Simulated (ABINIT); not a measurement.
# CdSe (F-43m): G0W0 in ABINIT against the bands in the self-energy

How does the gap of CdSe (F-43m) converge in the bands in the self-energy?

Calculated with ABINIT 10.8.3; PBE and many-body steps on it, plane waves.

This is a report of a sequence of runs, with most program output left out.

### 1. The structure

The structure is cubic, space group F-43m (No. 216). The conventional cell has a = 6.141 Å, b = 6.141 Å, c = 6.141 Å, α = 90.00°, β = 90.00°, γ = 90.00°. Cd has 4 Se at 2.66 Å nearest. Nearest to Se lie 4 Cd at 2.66 Å. Farther neighbours and most contacts between anions are not listed.

The cell and positions are those that the Materials Project relaxed with its own functionals (PBE, PBE+U or r2SCAN), kept fixed.

### 2. Screening, 4×4×4 mesh, 284 bands, screening to 217.7 eV

This step: ABINIT 10.8.3; RPA screening on PBE, plane waves, norm-conserving pseudopotentials.

The RPA dielectric matrix is built and inverted for each q.

File run.abi:

```
acell 3*1.0 Angstrom
rprim 
  -0.000000000000 3.070271198600 3.070271198600
  3.070271198600 -0.000000000000 3.070271198600
  3.070271198600 3.070271198600 -0.000000000000
ntypat 2
znucl 48 34
natom 2
typat 1 2
xred 
  0.000000000000 0.000000000000 0.000000000000
  0.750000000000 0.750000000000 0.750000000000
pp_dirpath "pseudos"
pseudos "Cd.upf, Se.upf"
ecut 47
ngkpt 4 4 4
nshiftk 1
shiftk 0 0 0
kptopt 1
chksymbreak 0
istwfk *1
occopt 1
irdwfk 1
optdriver 3
nband 284
ecuteps 8
inclvkb 2
awtr 1
symchi 1
indata_prefix "in"
outdata_prefix "out"
tmpdata_prefix "tmp"
```

Started as:

```
$ OMP_NUM_THREADS=1 mpirun -n 8 abinit run.abi > log
```

The job ended after 4.6 min (8 MPI ranks of Arm Neoverse N1, shared host; peak memory 3.6 GiB; 37 min of CPU time).

Numbers from this step:

| Property | Result |
| --- | --- |
| ε∞ with local fields, on this mesh, along the program's q direction | 55.65 |
| the same without local fields | 57.61 |
| plasma frequency | 29.28 eV |
| plane waves in the screening matrix | 411 |

Local fields lower ε∞ by 3 %.

### 3. 26 bands

This step: G0W0 on PBE, plane waves, norm-conserving pseudopotentials.

run.abi, as its differences from that of step 2:

```diff
@@ -23,8 +23,15 @@
 irdwfk 1
-optdriver 3
-nband 284
+optdriver 4
+nband 26
+gwcalctyp 0
+ecutsigx 47
+symsigma 1
+nkptgw 1
+kptgw 
+  0.0000000000 0.0000000000 0.0000000000
+bdgw 
+  16 22
 ecuteps 8
-inclvkb 2
-awtr 1
-symchi 1
+irdscr 1
+ppmodel 1
 indata_prefix "in"
```

The job ended after 8 s (8 MPI ranks; peak memory 1.8 GiB; 63 s of CPU time).

Numbers from this step:

- G0W0 gap on the points computed: 1.427 eV
- starting gap on the mesh: 0.5475 eV
- k of the valence top: 0, 0, 0
- k of the conduction bottom: 0, 0, 0
- Z at the valence top: 0.805
- Z at the conduction bottom: 0.824
- least direct G0W0 gap on the computed points: 1.427 eV

### 4. 41 bands

run.abi, as its differences from that of step 3:

```diff
@@ -24,3 +24,3 @@
 optdriver 4
-nband 26
+nband 41
 gwcalctyp 0
```

Wall time 9.6 s (8 MPI ranks); peak memory 1.9 GiB.

Numbers from this step:

| Property | Result |
| --- | --- |
| G0W0 gap on the points computed | 1.523 eV |
| starting gap on the mesh | 0.5475 eV |
| k of the valence top | 0, 0, 0 |
| k of the conduction bottom | 0, 0, 0 |
| Z at the valence top | 0.795 |
| Z at the conduction bottom | 0.816 |
| least direct G0W0 gap on the computed points | 1.523 eV |

### 5. 85 bands

The self-energy is evaluated for the states that the input lists, and the levels follow from it, in one-shot runs by the linearised quasiparticle equation.

run.abi, as its differences from that of step 4:

```diff
@@ -24,3 +24,3 @@
 optdriver 4
-nband 41
+nband 85
 gwcalctyp 0
```

Elapsed: 14 s, on 8 MPI ranks; peak memory 2 GiB.

Numbers from this step:

```
G0W0 gap on the points computed              : 1.607 eV
starting gap on the mesh                     : 0.5475 eV
k of the valence top                         : 0, 0, 0
k of the conduction bottom                   : 0, 0, 0
least direct G0W0 gap on the computed points : 1.607 eV
```

The gap on the mesh goes from 0.55 eV to 1.61 eV, a correction of +1.06 eV.

### 6. 173 bands

run.abi, as its differences from that of step 5:

```diff
@@ -24,3 +24,3 @@
 optdriver 4
-nband 85
+nband 173
 gwcalctyp 0
```

The job ended after 23 s (8 MPI ranks; peak memory 2.6 GiB; 3 min of CPU time).

Numbers from this step:

- G0W0 gap on the points computed: 1.675 eV
- starting gap on the mesh: 0.5475 eV
- k of the valence top: 0, 0, 0
- k of the conduction bottom: 0, 0, 0
- least direct G0W0 gap on the computed points: 1.675 eV

Against the run before, the gap moves by +0.068 eV.

### 7. 284 bands

run.abi, as its differences from that of step 6:

```diff
@@ -24,3 +24,3 @@
 optdriver 4
-nband 173
+nband 284
 gwcalctyp 0
```

Elapsed: 34 s, on 8 MPI ranks; peak memory 3.3 GiB; 4.5 min of CPU time.

Numbers from this step:

| Item | Value |
| --- | --- |
| G0W0 gap on the points computed | 1.699 eV |
| starting gap on the mesh | 0.5475 eV |
| k of the valence top | 0, 0, 0 |
| k of the conduction bottom | 0, 0, 0 |
| least direct G0W0 gap on the computed points | 1.699 eV |

Against the run before, the gap moves by +0.024 eV.

### 8. The runs together

Times are wall times on 8 MPI ranks of Arm Neoverse N1, shared host, good to a factor of about two. A run's time includes the screening step that it read.

| run | mesh | bands | screening cutoff (eV) | DFT gap (eV) | gap on the mesh (eV) | direct (eV) | ε∞ used | time |
| --- | --- | --- | --- | --- | --- | --- | --- | --- |
| 26 bands | 4×4×4 | 26 | 217.7 | 0.547 | 1.427 | 1.427 | 55.65 | 4.7 min |
| 41 bands | 4×4×4 | 41 | 217.7 | 0.547 | 1.523 | 1.523 | 55.65 | 4.8 min |
| 85 bands | 4×4×4 | 85 | 217.7 | 0.547 | 1.607 | 1.607 | 55.65 | 4.8 min |
| 173 bands | 4×4×4 | 173 | 217.7 | 0.547 | 1.675 | 1.675 | 55.65 | 5 min |
| 284 bands | 4×4×4 | 284 | 217.7 | 0.547 | 1.699 | 1.699 | 55.65 | 5.2 min |

### 9. Summary of results

| Property | Result |
| --- | --- |
| 26 bands | 1.427 eV |
| 41 bands | 1.523 eV |
| 85 bands | 1.607 eV |
| 173 bands | 1.675 eV |
| 284 bands | 1.699 eV |
| known limits | not at the basis limit; exchange with frozen shells missing; mesh may overstate the screening; no spin-orbit coupling; coarse k mesh |

The setting moved: bands in the self-energy. From 26 bands to 284 bands the gap moves by +0.27 eV. The last step still moves it by +0.024 eV. Bands and screening cutoff are coupled, so a series along one setting does not show full convergence. Bands and cutoff are finite, so the gap is not at the basis limit. The miss can reach some tenths of an eV and take either sign; the mesh is an error of its own. In the G0W0 runs levels were corrected at 1 k point alone, so a gap called «on the mesh» is the least over those, and an edge elsewhere would be missed. The 4×4×4 mesh is coarse for this cell, which bears on the long-range parts of exchange and screening. The norm-conserving file of at least one element keeps a d shell over frozen s and p shells of the same row. Exchange with those shells is missing from the self-energy, an error of 0.3 to 0.9 eV in cases checked, whose sign depends on which edge lies on those atoms. For the PBE start: The RPA ε∞ on this mesh reaches over 25; with a narrow direct gap a coarse mesh can overstate it, and the correction is then too small. The many-body steps are scalar-relativistic: spin-orbit coupling is not in them.

[Paths, hosts, dates, memory and timing lines, banners, echoed tables and standing remarks are left out of the program output.]

[Logs are printed without paths, hosts, clocks, repeated set-up lines and the standing remarks that a program may print on its own settings, such as how far it seeks lower states.]

[Runs of the session that timed out or met a known fault of the program may be left out.]

[Hosts, paths, dates, database ids (printed as entryN), source tags and the programs' standing remarks are cut or masked in the printed files.]

[G0W0 gaps are taken among the corrected bands and points alone; a level outside them can change the order at an edge.]

[Where Ansatz stands beside ABINIT at settings called matched, ABINIT's density can come from a denser mesh and the files from another edition; pairs whose starting gaps differed by over 0.03 eV were left out, so agreement reads better than it is.]
